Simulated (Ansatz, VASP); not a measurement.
# Zn2SnN in VASP and in Ansatz

```
Zn Sn N
1.0
     4.06910    0.00000    0.00000
    -2.03455    3.52394    0.00000
     0.00000    0.00000    5.39359
Zn Sn N
2 1 1
Direct
  0.33333 0.66667 0.72421
  0.33333 0.66667 0.27579
  0.00000 0.00000 0.00000
  0.66667 0.33333 0.50000
```

Alike in both runs: task single point; functional PBE; k mesh 6 × 6 × 4; occupations gaussian, width 0.1 eV; no spin polarisation.

|  | VASP | Ansatz |
| --- | --- | --- |
| version | VASP 6.6.1 | Ansatz 0.2.0 |
| potentials or method | VASP PAW PBE potentials, release 64 (Zn, Sn_d, N) | scalar-relativistic, plane waves, PAW |
| plane-wave cutoff (eV) | 520 | 420 |
| valence electrons in the cell | 43 | 43 |

```csv
,VASP,Ansatz,Ansatz less VASP
gap on the k mesh at the Fermi level (eV),none,none,-
pressure (GPa),-6.4,-6.5,-0.08
largest component of the traceless stress (GPa),3.79,3.76,-0.036
rms of the force components (eV/Å),0.226,0.231,+0.0052
```

Atom by atom the forces differ by 0.005 eV/Å (rms over components). A gap of «none» marks a metal or a gap that the smearing closes. The functional is the same, so the differences come from potentials, cutoffs and numerics.
